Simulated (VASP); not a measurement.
# FeS2 (Pa-3) in VASP: a series of runs, part 2 of 2

VASP 6.6.1. The steps go on from the part before.

**4. Relaxation of cell and atoms, PBE**

This run uses another cell than the first one: it holds 6 atoms, not 12.

File INCAR:

```
ALGO = Normal ; EDIFF = 1E-6
EDIFFG = -0.005 ; ENCUT = 420
GGA = PE ; IBRION = 2
ISIF = 3 ; ISMEAR = 0
LASPH = T ; LCHARG = F
LREAL = F ; LWAVE = F
NELM = 120 ; NSW = 40
PREC = Accurate ; SIGMA = 0.02
```

File KPOINTS:

```
k-points
0
Gamma
  6 5 8
```

File POSCAR:

```
FeS2
1.0
    4.4400000000      0.0000000000      0.0000000000
    0.0000000000      5.3900000000      0.0000000000
    0.0000000000      0.0000000000      3.3700000000
Fe S
2 4
Direct
    0.0000000000      0.0000000000      0.0000000000
    0.5000000000      0.5000000000      0.5000000000
    0.2030000000      0.3750000000      0.0000000000
    0.2970000000      0.8750000000      0.5000000000
    0.7970000000      0.6250000000      0.0000000000
    0.7030000000      0.1250000000      0.5000000000
```

Potentials or basis: VASP PAW PBE potentials, release 64 (Fe, S).

Run with:

```
$ cat potpaw_PBE.64/Fe/POTCAR potpaw_PBE.64/S/POTCAR > POTCAR
$ mpirun -np 1 vasp_std > vasp.out
```

Run time: 9.5 min. Hardware: 1 thread of AMD EPYC 7R13 (Zen 3), shared host; peak memory 0.19 GiB.

It converged, with:

```
Free energy                            : -36.1027 eV
Relaxed volume                         : 13.56 Å³/atom
Relaxed cell                           : a = 4.436 Å, b = 5.409 Å, c = 3.390 Å, α = 90.00°, β = 90.00°, γ = 90.00°
Space group after relaxing (to 0.05 Å) : Pnnm (No. 58)
Energy gained by relaxing              : 1.2 meV/atom
Ionic steps                            : 17
Pressure after relaxing                : 0.0 GPa
Largest force after relaxing           : 0.003 eV/Å
Band gap on the k mesh                 : 0.92 eV, indirect (least direct gap 1.17 eV)
```

Forces in eV/Å, atoms in the order of the input:
```
Fe   0.000  0.000  0.000
Fe   0.000  0.000  0.000
S    0.003 -0.002  0.000
S   -0.003 -0.002  0.000
S   -0.003  0.002  0.000
S    0.003  0.002  0.000
```

Step by step:
```
step  energy change (eV)  largest force (eV/Å)  pressure (GPa)  volume (Å³)
   1              0.0000                0.1510            1.31        80.65
   2             -0.0040                0.0476           -1.12        81.93
   3             -0.0055                0.0798           -0.29        81.49
   4             -0.0068                0.0201           -0.08        81.36
   5             -0.0069                0.0185            0.06        81.31
   6             -0.0069                0.0158            0.09        81.32
   7             -0.0069                0.0142            0.04        81.33
   8             -0.0069                0.0152            0.04        81.33
   9             -0.0069                0.0069            0.01        81.36
  10             -0.0069                0.0083           -0.08        81.35
  11             -0.0069                0.0084            0.02        81.35
  12             -0.0069                0.0075           -0.04        81.35
  13             -0.0069                0.0076            0.04        81.35
  14             -0.0069                0.0072           -0.03        81.35
  15             -0.0070                0.0032            0.04        81.33
  16             -0.0070                0.0015            0.10        81.33
  17             -0.0070                0.0035            0.02        81.33
```

Final structure:
```
Fe S
1.0
     4.43594    0.00000    0.00000
     0.00000    5.40908    0.00000
     0.00000    0.00000    3.38964
Fe S
2 4
Direct
  0.00000 0.00000 0.00000
  0.50000 0.50000 0.50000
  0.20516 0.37580 0.00000
  0.29484 0.87580 0.50000
  0.79484 0.62420 0.00000
  0.70516 0.12420 0.50000
```

Levels at points of the mesh, in eV from the valence-band top:
| k point | band 17 | band 18 | band 19 | band 20 | band 21 | band 22 | band 23 | band 24 |
| --- | --- | --- | --- | --- | --- | --- | --- | --- |
| (0.00, 0.00, 0.00) | -0.93 | -0.75 | -0.73 | -0.44 | 1.15 | 1.41 | 2.71 | 3.10 |
| (0.50, 0.00, 0.00) | -0.64 | -0.64 | -0.10 | -0.10 | 1.86 | 1.86 | 1.88 | 1.88 |
| (0.00, 0.00, 0.50) | -0.87 | -0.87 | -0.41 | -0.41 | 1.50 | 1.50 | 1.72 | 1.72 |
| (0.50, 0.00, 0.50) | -0.74 | -0.74 | -0.34 | -0.34 | 1.51 | 1.51 | 1.89 | 1.89 |

Caveat: an odd mesh through Γ misses points on the zone boundary, where band edges often lie.

**5. Single point, SCAN**

File INCAR:

```
PREC = Accurate
ENCUT = 420
EDIFF = 1E-6
ISMEAR = 0
SIGMA = 0.02
LREAL = False
LASPH = True
NELM = 150
ALGO = Normal
ISIF = 2
LWAVE = False
LCHARG = True
METAGGA = SCAN
LMIXTAU = True
LELF = True
LVHAR = True
NBANDS = 52
```

File KPOINTS:

```
Automatic mesh
0
Gamma
  6 6 6
```

File POSCAR:

```
FeS2
1.0
    5.4178000000      0.0000000000      0.0000000000
    0.0000000000      5.4178000000      0.0000000000
    0.0000000000      0.0000000000      5.4178000000
Fe S
4 8
Direct
    0.0000000000      0.0000000000      0.0000000000
    0.5000000000      0.0000000000      0.5000000000
    0.5000000000      0.5000000000      0.0000000000
    0.0000000000      0.5000000000      0.5000000000
    0.3848200000      0.3848200000      0.3848200000
    0.1151800000      0.6151800000      0.8848200000
    0.8848200000      0.1151800000      0.6151800000
    0.6151800000      0.8848200000      0.1151800000
    0.6151800000      0.6151800000      0.6151800000
    0.8848200000      0.3848200000      0.1151800000
    0.1151800000      0.8848200000      0.3848200000
    0.3848200000      0.1151800000      0.8848200000
```

Run with:

```
$ cat potpaw_PBE.64/Fe/POTCAR potpaw_PBE.64/S/POTCAR > POTCAR
$ mpirun -np 1 vasp_std > vasp.out
```

Run time: 4.2 min. Hardware: 1 thread of Intel Xeon 6975P-C (Granite Rapids), shared host; peak memory 0.27 GiB.

Results (log left out):

| Property | Result |
| --- | --- |
| Free energy | -156.4817 eV |
| Pressure | -1.1 GPa |
| Largest force | 0.369 eV/Å |
| Band gap on the k mesh | 1.16 eV, indirect (least direct gap 1.22 eV) |

Forces in eV/Å, atoms in the order of the input:
```
Fe   0.000  0.000  0.000
Fe   0.000  0.000  0.000
Fe   0.000  0.000  0.000
Fe   0.000  0.000  0.000
S    0.213  0.213  0.213
S   -0.213 -0.213  0.213
S    0.213 -0.213 -0.213
S   -0.213  0.213 -0.213
S   -0.213 -0.213 -0.213
S    0.213  0.213 -0.213
S   -0.213  0.213  0.213
S    0.213 -0.213  0.213
```

Levels at points of the mesh, in eV from the valence-band top:
```csv
k point,band 38,band 39,band 40,band 41,band 42,band 43
"(0.00, 0.00, 0.00)",-0.06,-0.06,-0.06,1.16,2.31,2.32
"(0.50, 0.00, 0.00)",-0.10,0.00,0.00,2.29,2.29,2.42
"(0.50, 0.50, 0.00)",-0.08,-0.08,-0.08,2.51,2.51,2.51
"(0.50, 0.50, 0.50)",-0.34,-0.34,-0.34,2.37,2.37,2.37
```

Caveat: the PAW data sets were made with another functional, which shifts forces and pressure a little.

**6. Single point, LDA**

This run uses another cell than the first one: it holds 6 atoms, not 12.

File INCAR:

```
SYSTEM = FeS2
PREC = Accurate ; ENCUT = 420
EDIFF = 1E-6 ; ISMEAR = 0
SIGMA = 0.02 ; LREAL = .False.
LASPH = .True. ; NELM = 150
ALGO = Normal ; ISIF = 2
LWAVE = .False. ; LCHARG = .False.
NBANDS = 29
```

File KPOINTS:

```
regular mesh
0
Gamma
  6 5 8
  0 0 0
```

File POSCAR:

```
FeS2
1.0
    4.4400000000      0.0000000000      0.0000000000
    0.0000000000      5.3900000000      0.0000000000
    0.0000000000      0.0000000000      3.3700000000
Fe S
2 4
Direct
    0.0000000000      0.0000000000      0.0000000000
    0.5000000000      0.5000000000      0.5000000000
    0.2030000000      0.3750000000      0.0000000000
    0.2970000000      0.8750000000      0.5000000000
    0.7970000000      0.6250000000      0.0000000000
    0.7030000000      0.1250000000      0.5000000000
```

Potentials or basis: VASP PAW LDA potentials, release 64 (Fe, S).

Run with:

```
$ cat potpaw_LDA.64/Fe/POTCAR potpaw_LDA.64/S/POTCAR > POTCAR
$ mpirun -np 1 vasp_std > vasp.out
```

OUTCAR:

```text
SYSTEM = FeS2
   PREC = Accurate
   ENCUT = 420
   EDIFF = 1E-6
   ISMEAR = 0
   LREAL = .False.
   LASPH = .True.
   NELM = 150
   ISIF = 2

 ion  position               nearest neighbor table
   1  0.000  0.000  0.000-   3 2.21   5 2.21   4 2.24   6 2.24   4 2.24   6 2.24
   2  0.500  0.500  0.500-   4 2.21   6 2.21   5 2.24   3 2.24   3 2.24   5 2.24
   3  0.203  0.375  0.000-   1 2.21   2 2.24   2 2.24   5 2.25
   4  0.297  0.875  0.500-   2 2.21   1 2.24   1 2.24   6 2.25
   5  0.797  0.625  0.000-   1 2.21   2 2.24   2 2.24   3 2.25
   6  0.703  0.125  0.500-   2 2.21   1 2.24   1 2.24   4 2.25

  LATTYP: Found a simple orthorhombic cell.
[... 978 lines left out ...]
  -------------------------------------------------------------------------------------
  Total       -4.9545852     -4.5008658     -4.7344100      0.0000000      0.0000000      0.0000000
  in kB      -98.4274536    -89.4138933    -94.0534673      0.0000000      0.0000000      0.0000000
  external PRESSURE =     -93.9649381 kB  Pullay stress =       0.0000000 kB

 VOLUME and BASIS-vectors are now :
 -----------------------------------------------------------------------------
  energy-cutoff  :      420.00
  volume of cell :       80.65
      direct lattice vectors                 reciprocal lattice vectors
     4.440000000  0.000000000  0.000000000     0.225225225  0.000000000  0.000000000
     0.000000000  5.390000000  0.000000000     0.000000000  0.185528757  0.000000000
     0.000000000  0.000000000  3.370000000     0.000000000  0.000000000  0.296735905

 POSITION                                       TOTAL-FORCE (eV/Angst)
 -----------------------------------------------------------------------------------
      0.00000      0.00000      0.00000         0.000000      0.000000      0.000000
      2.22000      2.69500      1.68500         0.000000      0.000000      0.000000
      0.90132      2.02125      0.00000         0.322816     -0.007710      0.000000
      1.31868      4.71625      1.68500        -0.322816     -0.007710      0.000000
      3.53868      3.36875      0.00000        -0.322816      0.007710      0.000000
      3.12132      0.67375      1.68500         0.322816      0.007710      0.000000
 -----------------------------------------------------------------------------------
    total drift:                               -0.000000      0.000000      0.000000

  FREE ENERGIE OF THE ION-ELECTRON SYSTEM (eV)
  ---------------------------------------------------
  free  energy   TOTEN  =       -41.9046382555 eV

  energy  without entropy=      -41.9046382555  energy(sigma->0) =      -41.90463826
```

stdout:

```text
POSCAR found type information on POSCAR FeS
 POSCAR found :  2 types and       6 ions
 scaLAPACK will be used
 LDA part: xc-table for (Slater(with rela. corr.)+CA(PZ))
 , standard interpolation
 POSCAR, INCAR and KPOINTS ok, starting setup
 FFT: planning ... GRIDC
 FFT: planning ... GRID_SOFT
 FFT: planning ... GRID
 WAVECAR not read
 entering main loop
```

It took 41 s on 1 thread of Intel Xeon 6975P-C (Granite Rapids), shared host; peak memory 0.19 GiB.

Results:

| Property | Result |
| --- | --- |
| Free energy | -41.9046 eV |
| Pressure | -9.4 GPa |
| Largest force | 0.323 eV/Å |
| Band gap on the k mesh | 0.78 eV, indirect (least direct gap 1.01 eV) |

Forces on the atoms (eV/Å):
```
Fe   0.000  0.000  0.000
Fe   0.000  0.000  0.000
S    0.323 -0.008  0.000
S   -0.323 -0.008  0.000
S   -0.323  0.008  0.000
S    0.323  0.008  0.000
```

Stress tensor (GPa, compression positive):
```
-9.84  0.00  0.00
 0.00 -8.94  0.00
 0.00  0.00 -9.41
```

Caveat: an odd mesh through Γ misses points on the zone boundary, where band edges often lie. Spin polarisation is off, so any magnetic state and its effect on volume and gap are missing.

**7. Overview**

| task | level | potentials or basis | cell | k mesh | gap on the mesh (eV) | pressure (GPa) | relaxed volume (Å³/atom) | largest force (eV/Å) |
| --- | --- | --- | --- | --- | --- | --- | --- | --- |
| relaxation of cell and atoms | PBEsol | VASP PAW PBE potentials, release 64 (Fe, S) | relaxed | 6 × 6 × 6 | 0.31 | 0.0 | 12.60 | - |
| single point | LDA | VASP PAW LDA potentials, release 64 (Fe, S) | Pa-3, 13.25 Å³/atom | 6 × 6 × 6 | 0.57 | -11.9 | - | 0.38 |
| relaxation of cell and atoms | PBE | VASP PAW PBE potentials, release 64 (Fe, S) | relaxed | 6 × 5 × 8 | 0.92 | 0.0 | 13.56 | - |
| single point | SCAN | VASP PAW PBE potentials, release 64 (Fe, S) | Pa-3, 13.25 Å³/atom | 6 × 6 × 6 | 1.16 | -1.1 | - | 0.37 |
| single point | LDA | VASP PAW LDA potentials, release 64 (Fe, S) | Pnnm, 13.44 Å³/atom | 6 × 5 × 8 | 0.78 | -9.4 | - | 0.32 |

Alike in all rows: no spin polarisation; cutoff (eV) 420; smearing gaussian 0.02 eV.

Caveats: the PAW data sets were made with another functional, which shifts forces and pressure a little (some runs); an odd mesh through Γ misses points on the zone boundary, where band edges often lie (some runs).

Absolute energies hang on the potentials; compare differences alone.

**8. Comparison with measurements**

Step 3. Measured gap of FeS2: 0.87 eV (“Synthetic control over polymorph formation in the d-band semiconductor system FeS2”, 2021, arxiv:2111.12440). This calculation gives 0.57 eV (-0.30 eV). The value is that of LDA on a finite k mesh, which can miss the band edges, without temperature or zero-point motion. Semilocal functionals fall short of measured gaps as a rule.
